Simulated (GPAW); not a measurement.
Here is a GPAW 26.7.0 calculation.

run.py

```python
from ase import Atoms
from ase.filters import FrechetCellFilter
from ase.io import write
from ase.optimize import FIRE
from gpaw import GPAW, PW

atoms = Atoms(['N', 'N', 'B', 'B'],
              cell=[[2.49824, 0.0, 0.0],
                    [-1.24912, 2.1635393048, 0.0],
                    [0.0, 0.0, 6.6357]],
              scaled_positions=[[0.6666666667, 0.3333333333, 0.25],
                                [0.3333333333, 0.6666666667, 0.75],
                                [0.6666666667, 0.3333333333, 0.75],
                                [0.3333333333, 0.6666666667, 0.25]],
              pbc=True)

calc = GPAW(mode=PW(800),
            xc='PBE',
            kpts={'size': (9, 9, 3), 'gamma': True},
            occupations={'name': 'fermi-dirac', 'width': 0.05},
            nbands=18,
            convergence={'density': 1e-06, 'energy': 1e-06, 'eigenstates': 1e-10},
            maxiter=150,
            txt='gpaw.txt')
atoms.calc = calc
opt = FIRE(FrechetCellFilter(atoms), trajectory='relax.traj', logfile='-')
done = opt.run(fmax=0.02, steps=60)
calc.write('gs.gpw')
write('result.traj', atoms)
print('Converged:', done)
print('Cell:', atoms.cell.cellpar().round(4))
print('Volume:', round(atoms.get_volume(), 4))
print(atoms.get_scaled_positions().round(5))
```

Potentials or basis: GPAW PAW data sets (gpaw-data 1.2.1), pw.

Launch:

```bash
$ OMP_NUM_THREADS=1 python run.py
```

(1) What does it give for the band gap on the k mesh?

(2) What does it give for the relaxed cell?

(3) Predict the space group after relaxing (to 0.05 Å).

Answers

(1) 4.50 eV, indirect (least direct gap 4.67 eV).

(2) a = 2.511 Å, b = 2.511 Å, c = 7.273 Å, α = 90.00°, β = 90.00°, γ = 120.00°.

(3) P6_3/mmc (No. 194).

Caveat: later steps reuse the first step's grids; an odd mesh through Γ misses points on the zone boundary, where band edges often lie.
